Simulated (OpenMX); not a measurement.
Crystal: AlNi.

```
Ni Al
1.0
     2.88100    0.00000    0.00000
     0.00000    2.88100    0.00000
     0.00000    0.00000    2.88100
Ni Al
1 1
Cartesian
  1.4405 1.4405 1.4405
  0.0000 0.0000 0.0000
```

Base run:

```yaml
Program: OpenMX 3.8.5
Functional: PBE
Potentials_or_basis: OpenMX 2013 PBE set, Ni6.0H-s3p2d2, Al7.0-s2p2d1, grid cutoff 500 Ry
k_mesh: 9 × 9 × 9
Occupations: fermi-dirac, width 0.05 eV
Spin: collinear spin, ferromagnetic start
Starting_moments: "[1.0, 0.0] μB"
```

Its results: pressure 3.6 GPa; net moment 0.00 μB per cell.

Question: After a change of settings the same cell gave: pressure 2.0 GPa; net moment 0.00 μB per cell. Which change was it?
A. k mesh from 9 × 9 × 9 to 7 × 7 × 7
B. potentials or basis from OpenMX 2013 PBE set, Ni6.0H-s3p2d2, Al7.0-s2p2d1, grid cutoff 500 Ry to OpenMX 2013 PBE set, Ni6.0H-s2p2d1, Al7.0-s2p1d1, grid cutoff 700 Ry; k mesh from 9 × 9 × 9 to 7 × 7 × 7
C. potentials or basis from OpenMX 2013 PBE set, Ni6.0H-s3p2d2, Al7.0-s2p2d1, grid cutoff 500 Ry to OpenMX 2013 PBE set, Ni6.0H-s3p2d2f1, Al7.0-s3p2d2, grid cutoff 500 Ry

Answer: C.

Caveats: the basis of atomic orbitals isn't converged, which shifts pressures, moduli and gaps.
